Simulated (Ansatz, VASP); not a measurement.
# Two plane-wave programs on Rb

```
CELL_PARAMETERS angstrom
4.97566 0.00000 0.00000
-2.48783 4.30905 0.00000
0.00000 0.00000 16.25051
ATOMIC_POSITIONS crystal
Rb 0.00000 0.00000 0.00000
Rb 0.00000 0.00000 0.50000
Rb 0.33333 0.66667 0.25000
Rb 0.66667 0.33333 0.75000
```

Alike in both runs: task single point; functional PBEsol; k mesh 8 × 8 × 3; occupations fermi-dirac, width 0.1 eV; no spin polarisation.

```csv
,VASP,Ansatz
version,VASP 6.6.1,Ansatz 0.2.0
potentials or method,"VASP PAW PBE potentials, release 64 (Rb_sv)","plane waves (420 eV) with PAW, scalar-relativistic"
plane-wave cutoff (eV),520,420
valence electrons in the cell,36,36
```

```tsv
	VASP	Ansatz	Ansatz less VASP
pressure (GPa)	0.0	0.0	0.00
```

Ansatz warned: «pseudo_functional_mismatch».

Caveats: the PAW data sets were made with another functional, which shifts forces and pressure a little (VASP).
